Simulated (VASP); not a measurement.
# MoS2 (P6_3/mmc) in VASP: further runs

The runs below take MoS2 through relaxation of cell and atoms, with LDA.

Everything below comes from runs of VASP 6.6.1. Logs are shortened: lines on timing, memory, paths and dates and some standing lists are left out, and cuts for length are marked.

## (1) Starting point

It takes space group P6_3/mmc (No. 194, hexagonal). The conventional cell has a = 3.169 Å, b = 3.169 Å, c = 12.324 Å, α = 90.00°, β = 90.00°, γ = 120.00°. Mo (site symmetry -6m2) is surrounded by 6 S at 2.41 Å. S (site symmetry 3m) is surrounded by 3 Mo at 2.41 Å.

## (2) Relaxation of cell and atoms, LDA, target pressure 9.6 GPa, at which the enthalpy is minimised

The input, INCAR:

```
SYSTEM = MoS2
ALGO     = Normal         ! electronic algorithm
EDIFF    = 1E-6           ! SCF threshold, eV
EDIFFG   = -0.01          ! ionic threshold
ENCUT    = 600            ! plane-wave cutoff, eV
IBRION   = 2              ! ionic algorithm
ISIF     = 3              ! what is computed and relaxed
ISMEAR   = 0              ! smearing method
KPAR     = 2            
LASPH    = .TRUE.         ! aspherical terms in the spheres
LCHARG   = .FALSE.        ! write CHGCAR
LREAL    = .FALSE.        ! projectors in reciprocal space
LWAVE    = .FALSE.        ! write WAVECAR
NELM     = 80             ! most SCF steps
NSW      = 90             ! ionic steps
PREC     = Accurate       ! precision mode
PSTRESS  = 96.0         
SIGMA    = 0.03           ! smearing width, eV
```

The input, KPOINTS:

```
k-points
0
G
  12 12 3
  0 0 0
```

The input, POSCAR:

```
MoS2
1.0
    3.1690000000      0.0000000000      0.0000000000
   -1.5845000000      2.7444345046      0.0000000000
    0.0000000000      0.0000000000     12.3240000000
Mo S
2 4
Direct
    0.3333333333      0.6666666667      0.2500000000
    0.6666666667      0.3333333333      0.7500000000
    0.3333333333      0.6666666667      0.6230000000
    0.6666666667      0.3333333333      0.1230000000
    0.3333333333      0.6666666667      0.8770000000
    0.6666666667      0.3333333333      0.3770000000
```

Potentials or basis: VASP PAW LDA potentials, release 64 (Mo_sv, S).

The run is started by

```
cat potpaw_LDA.64/Mo_sv/POTCAR potpaw_LDA.64/S/POTCAR > POTCAR
mpirun -np 2 vasp_std > vasp.out
```

OUTCAR:

```text
SYSTEM = MoS2
   EDIFF = 1E-6
   EDIFFG = -0.01
   ENCUT = 600
   IBRION = 2
   ISIF = 3
   ISMEAR = 0
   LASPH = .TRUE.
   LREAL = .FALSE.
   NELM = 80
   NSW = 90
   PREC = Accurate
   PSTRESS = 96.0

 ion  position               nearest neighbor table
   1  0.333  0.667  0.250-   4 2.41   6 2.41   4 2.41   6 2.41   4 2.41   6 2.41
   2  0.667  0.333  0.750-   3 2.41   5 2.41   3 2.41   5 2.41   3 2.41   5 2.41
   3  0.333  0.667  0.623-   2 2.41   2 2.41   2 2.41
   4  0.667  0.333  0.123-   1 2.41   1 2.41   1 2.41
   5  0.333  0.667  0.877-   2 2.41   2 2.41   2 2.41
   6  0.667  0.333  0.377-   1 2.41   1 2.41   1 2.41

  LATTYP: Found a hexagonal cell.
 ALAT       =     3.1690000000
 C/A-ratio  =     3.8889239508

  Lattice vectors:

 A1 = (   3.1690000000,   0.0000000000,   0.0000000000)
 A2 = (  -1.5845000000,   2.7444345046,   0.0000000000)
 A3 = (   0.0000000000,   0.0000000000,  12.3240000000)

Analysis of symmetry for initial positions (statically):
=====================================================================
 Subroutine PRICEL returns:
 Original cell was already a primitive cell.

 Routine SETGRP: Setting up the symmetry group for a
 hexagonal supercell.

 Subroutine GETGRP returns: Found 24 space group operations
 (whereof 12 operations were pure point group operations)
 out of a pool of 24 trial point group operations.

The static configuration has the point symmetry D_3d.
 The point group associated with its full space group is D_6h.

Analysis of symmetry for dynamics (positions and initial velocities):
=====================================================================
 Subroutine PRICEL returns:
 Original cell was already a primitive cell.

 Routine SETGRP: Setting up the symmetry group for a
 hexagonal supercell.

 Subroutine GETGRP returns: Found 24 space group operations
 (whereof 12 operations were pure point group operations)
 out of a pool of 24 trial point group operations.

The dynamic configuration has the point symmetry D_3d.
 The point group associated with its full space group is D_6h.

 Subroutine INISYM returns: Found 24 space group operations
 (whereof 12 operations are pure point group operations),
 and found     1 'primitive' translations

----------------------------------------------------------------------------------------

                                     Primitive cell

  volume of cell :     107.1832

  direct lattice vectors                    reciprocal lattice vectors
     3.169000000  0.000000000  0.000000000     0.315556958  0.182186895  0.000000000
    -1.584500000  2.744434505  0.000000000     0.000000000  0.364373789  0.000000000
     0.000000000  0.000000000 12.324000000     0.000000000  0.000000000  0.081142486

  length of vectors
     3.169000000  3.169000000 12.324000000     0.364373789  0.364373789  0.081142486

  position of ions in fractional coordinates (direct lattice)
     0.333333333  0.666666667  0.250000000
     0.666666667  0.333333333  0.750000000
     0.333333333  0.666666667  0.623000000
     0.666666667  0.333333333  0.123000000
     0.333333333  0.666666667  0.877000000
     0.666666667  0.333333333  0.377000000

  ion indices of the primitive-cell ions
   primitive index   ion index
                 1           1
                 2           2
                 3           3
                 4           4
                 5           5
                 6           6

----------------------------------------------------------------------------------------

 KPOINTS: k-points

Automatic generation of k-mesh.
 Grid dimensions read from file:
 generate k-points for:   12   12    3

 Generating k-lattice:

  Cartesian coordinates                     Fractional coordinates (reciprocal lattice)
     0.026296413  0.015182241  0.000000000     0.083333333  0.000000000  0.000000000
     0.000000000  0.030364482  0.000000000     0.000000000  0.083333333  0.000000000
     0.000000000  0.000000000  0.027047495     0.000000000  0.000000000  0.333333333

  Length of vectors
     0.030364482  0.030364482  0.027047495

  Shift w.r.t. Gamma in fractional coordinates (k-lattice)
     0.000000000  0.000000000  0.000000000

 Subroutine IBZKPT returns following result:
 ===========================================

 Found     38 irreducible k-points:

 Following reciprocal coordinates:
            Coordinates               Weight
  0.000000  0.000000  0.000000      1.000000
  0.083333  0.000000  0.000000      6.000000
  0.166667 -0.000000  0.000000      6.000000
  0.250000 -0.000000  0.000000      6.000000
  0.333333 -0.000000  0.000000      6.000000
  0.416667 -0.000000  0.000000      6.000000
[... 16 lines left out ...]
  0.250000 -0.000000  0.333333     12.000000
  0.333333 -0.000000  0.333333     12.000000
 [... further k-points ...]
   k-points           NKPTS =     38   k-points in BZ     NKDIM =     38   number of bands    NBANDS=     31
   number of dos      NEDOS =    301   number of ions     NIONS =      6
   total plane-waves  NPLWV =  76832
   dimension x,y,z NGX =    28 NGY =   28 NGZ =   98
   dimension x,y,z NGXF=    56 NGYF=   56 NGZF=  196
   ions per type =               2   4
   NGX,Y,Z   is equivalent  to a cutoff of  14.69, 14.69, 13.22 a.u.
   NGXF,Y,Z  is equivalent  to a cutoff of  29.38, 29.38, 26.44 a.u.
 SYSTEM =  MoS2
   PREC   = accura    normal or accurate (medium, high low for compatibility)
   ISTART =      0    job   : 0-new  1-cont  2-samecut
   ICHARG =      2    charge: 1-file 2-atom 10-const
   ISPIN  =      1    spin polarized calculation?
   LNONCOLLINEAR =      F non collinear calculations
   LSORBIT =      F    spin-orbit coupling
   LASPH  =      T    aspherical Exc in radial PAW
   ENCUT  =  600.0 eV  44.10 Ry    6.64 a.u.   6.33  6.33 24.61*2*pi/ulx,y,z
   NELM   =     80;   NELMIN=  2; NELMDL= -5     # of ELM steps
   EDIFF  = 0.1E-05   stopping-criterion for ELM
   LREAL  =      F    real-space projection
   EDIFFG = -.1E-01   stopping-criterion for IOM
   NSW    =     90    number of steps for IOM
   IBRION =      2    ionic relax: 0-MD 1-quasi-New 2-CG
   NFREE  =      1    steps in history (QN), initial steepest desc. (CG)
   ISIF   =      3    stress and relaxation
   ISYM   =      2    0-nonsym 1-usesym 2-fastsym
   POTIM  = 0.5000    time-step for ionic-motion
   TEBEG  =    0.0;   TEEND  =   0.0 temperature during run
   PSTRESS=   96.0 pullay stress
   NELECT =      52.0000    total number of electrons
   NUPDOWN=      -1.0000    fix difference up-down
   EMIN   =  10.00;   EMAX   =-10.00  energy-range for DOS
   EFERMI =   0.00;   METHOD = LEGACY
   ISMEAR =     0;   SIGMA  =   0.03  broadening in eV -4-tet -1-fermi 0-gaus
   EFERMI_NEDOS =   21; number of points for ismear=-14 and -15
   IALGO  =     38    algorithm
   IMIX   =      4    mixing-type and parameters
     AMIX     =   0.40;   BMIX     =  1.00
     AMIX_MAG =   1.60;   BMIX_MAG =  1.00
  volume/ion in A,a.u.               =      17.86       120.55
  Fermi-wavevector in a.u.,A,eV,Ry     =   1.286373  2.430893 22.514325  1.654756
  Thomas-Fermi vector in A             =   2.418452
   LORBIT       =      0    0 simple, 1 ext, 2 COOP (PROOUT), +10 PAW based schemes
   GGA     = CA    functional components
   LHFCALC =     F    Hartree Fock is set to
   AEXX    =    0.0000 exact exchange contribution
   IVDW    =     0    specifies the selected vdW correction
   LEPSILON=     F    determine dielectric tensor
   LRPA    =     F    only Hartree local field effects (RPA)
 conjugate gradient relaxation of ions
 non-spin polarized calculation
 Gauss-broadening in eV      SIGMA  =   0.03
  energy-cutoff  :      600.00
  volume of cell :      107.18
 maximum number of plane-waves:      3603
 NGX is ok and might be reduce to    28
   NGX = 13   NGY = 13   NGZ = 49

--------------------------------------- Ionic step        1  -------------------------------------------

 number of electron      52.0000000 magnetization

 Free energy of the ion-electron system (eV)
  ---------------------------------------------------
  ext. energy  EPLUGINS =         0.00000000
  ---------------------------------------------------
  free energy    TOTEN  =       -48.88908882 eV

  energy without entropy =      -48.88908882  energy(sigma->0) =      -48.88908882

------------------------ aborting loop because EDIFF is reached ----------------------------------------

  FORCE on cell =-STRESS in cart. coord.  units (eV):
  Direction    XX          YY          ZZ          XY          YZ          ZX
  --------------------------------------------------------------------------------------
  -------------------------------------------------------------------------------------
  Total       -3.7987818     -3.7987818     -3.5300128     -0.0000000     -0.0000000      0.0000000
  in kB      -56.7842808    -56.7842808    -52.7667162     -0.0000000     -0.0000000      0.0000000
  external PRESSURE =    -151.4450926 kB  Pullay stress =      96.0000000 kB
[... 105 lines left out ...]
  FREE ENERGIE OF THE ION-ELECTRON SYSTEM (eV)
  ---------------------------------------------------
  free  energy   TOTEN  =       -48.8481674613 eV

  energy  without entropy=      -48.8481674613  energy(sigma->0) =      -48.84816746

  enthalpy is  TOTEN    =       -42.9003787578 eV   P V=        5.9477887035

 E-fermi :   9.7849     XC(G=0): -11.9628

 val. band max:        9.6733448564   @ k =   0.0000   0.0000   0.0000
 cond. band min:       9.9035697637   @ k =   0.1667   0.1667   0.0000
 fundamental gap:      0.2302249073
 Fermi energy:         9.7848847148

 k-point     1 :       0.0000    0.0000    0.0000
  band No.  band energies     occupation
      1     -51.7382      2.00000
      2     -51.7382      2.00000
      3     -26.1500      2.00000
      4     -26.1494      2.00000
      5     -25.8130      2.00000
      6     -25.8130      2.00000
[... 805 lines left out ...]
     30      11.3591      0.00000
     31      12.2987      0.00000

 [... further k-points ...]

[... ionic steps 4 to 10 ...]

--------------------------------------- Ionic step       11  -------------------------------------------

 number of electron      51.9999999 magnetization

------------------------ aborting loop because EDIFF is reached ----------------------------------------

  FORCE on cell =-STRESS in cart. coord.  units (eV):
  Direction    XX          YY          ZZ          XY          YZ          ZX
  --------------------------------------------------------------------------------------
  -------------------------------------------------------------------------------------
  Total        5.3719674      5.3719674      5.7384251     -0.0000000      0.0000000      0.0000000
  in kB       94.5986937     94.5986937    101.0519014     -0.0000000      0.0000000      0.0000000
  external PRESSURE =       0.7497629 kB  Pullay stress =      96.0000000 kB
[... 69 lines left out ...]
  enthalpy is  TOTEN    =       -43.2378402606 eV   P V=        5.4490000752

--------------------------------------- Ionic step       13  -------------------------------------------

 number of electron      51.9999999 magnetization

 Free energy of the ion-electron system (eV)
  ---------------------------------------------------
  ext. energy  EPLUGINS =         0.00000000
  ---------------------------------------------------
  free energy    TOTEN  =       -48.68852834 eV

  energy without entropy =      -48.68852834  energy(sigma->0) =      -48.68852834

 E-fermi :  10.1225     XC(G=0): -12.0549

 val. band max:       10.0143258562   @ k =   0.0000   0.0000   0.0000
 cond. band min:      10.2375857665   @ k =   0.1667   0.1667   0.0000
 fundamental gap:      0.2232599103
 Fermi energy:        10.1225176674

 k-point     1 :       0.0000    0.0000    0.0000
  band No.  band energies     occupation
      1     -51.4118      2.00000
      2     -51.4118      2.00000
      3     -25.8589      2.00000
      4     -25.8583      2.00000
      5     -25.4788      2.00000
      6     -25.4788      2.00000
[... 805 lines left out ...]
     30      11.7382      0.00000
     31      12.6990      0.00000

 [... further k-points ...]

------------------------ aborting loop because EDIFF is reached ----------------------------------------

  FORCE on cell =-STRESS in cart. coord.  units (eV):
  Direction    XX          YY          ZZ          XY          YZ          ZX
  --------------------------------------------------------------------------------------
  -------------------------------------------------------------------------------------
  Total        5.4502947      5.4502947      5.4757013      0.0000000     -0.0000000      0.0000000
  in kB       95.9936940     95.9936940     96.4411685      0.0000000     -0.0000000      0.0000000
  external PRESSURE =       0.1428521 kB  Pullay stress =      96.0000000 kB
[... 21 lines left out ...]
  FREE ENERGIE OF THE ION-ELECTRON SYSTEM (eV)
  ---------------------------------------------------
  free  energy   TOTEN  =       -48.6885283366 eV

  energy  without entropy=      -48.6885283365  energy(sigma->0) =      -48.68852834

  enthalpy is  TOTEN    =       -43.2378755876 eV   P V=        5.4506527491

 reached required accuracy - stopping structural energy minimisation
```

It took 4.6 min on 2 MPI ranks of Intel Xeon 6975P-C (Granite Rapids), shared host; peak memory 0.29 GiB.

Results:

| Property | Result |
| --- | --- |
| Free energy | -48.6885 eV |
| Relaxed volume | 15.16 Å³/atom |
| Relaxed cell | a = 3.056 Å, b = 3.056 Å, c = 11.247 Å, α = 90.00°, β = 90.00°, γ = 120.00° |
| Space group after relaxing (to 0.05 Å) | P6_3/mmc (No. 194) |
| Energy change on relaxing (the enthalpy is what falls) | +33.4 meV/atom |
| Ionic steps | 13 |
| Pressure after relaxing | 9.6 GPa |
| Largest force after relaxing | 0.008 eV/Å |
| Band gap on the k mesh | 0.22 eV, indirect (least direct gap 1.63 eV) |

Forces in eV/Å, atoms in the order of the input:
```
Mo   0.000  0.000  0.000
Mo   0.000  0.000  0.000
S    0.000  0.000  0.008
S    0.000  0.000  0.008
S    0.000  0.000 -0.008
S    0.000  0.000 -0.008
```

The path:
```csv
step,energy change (eV),largest force (eV/Å),pressure (GPa),volume (Å³)
1,0.0000,0.4650,-5.54,107.18
2,3.3922,5.8950,62.06,83.07
3,0.0409,0.9780,7.94,99.26
4,0.0624,1.0617,8.76,98.88
5,0.0861,0.4922,9.01,96.14
6,0.1556,0.1897,9.30,94.65
7,0.1741,0.1833,10.33,92.38
8,0.2638,0.1320,11.97,90.06
9,0.1374,0.5958,3.72,92.91
10,0.2087,0.0808,9.54,90.85
11,0.2000,0.0201,9.67,90.98
12,0.2022,0.0131,9.62,90.94
13,0.2006,0.0081,9.61,90.97
```

Final structure:
```
CELL_PARAMETERS angstrom
3.05607 0.00000 0.00000
-1.52804 2.64664 0.00000
0.00000 0.00000 11.24681
ATOMIC_POSITIONS crystal
Mo 0.33333 0.66667 0.25000
Mo 0.66667 0.33333 0.75000
S 0.33333 0.66667 0.61110
S 0.66667 0.33333 0.11110
S 0.33333 0.66667 0.88890
S 0.66667 0.33333 0.38890
```

Levels at points of the mesh, in eV from the valence-band top:
```csv
k point,band 23,band 24,band 25,band 26,band 27,band 28,band 29,band 30
"(0.00, 0.00, 0.00)",-2.40,-2.00,-0.74,0.00,1.92,1.92,1.92,2.00
"(0.50, 0.00, 0.00)",-2.21,-2.02,-1.74,-1.57,1.57,1.68,1.77,2.42
```

Caveat: the cell is relaxed towards a set pressure, so the enthalpy falls and the energy may rise; the volume moved by over 15 % at a fixed basis, so the end points are rough; an odd mesh through Γ misses points on the zone boundary, where band edges often lie. A hybrid or GW would open this gap; LDA tends to underestimate it.

(Continued in part 2 of 2.)
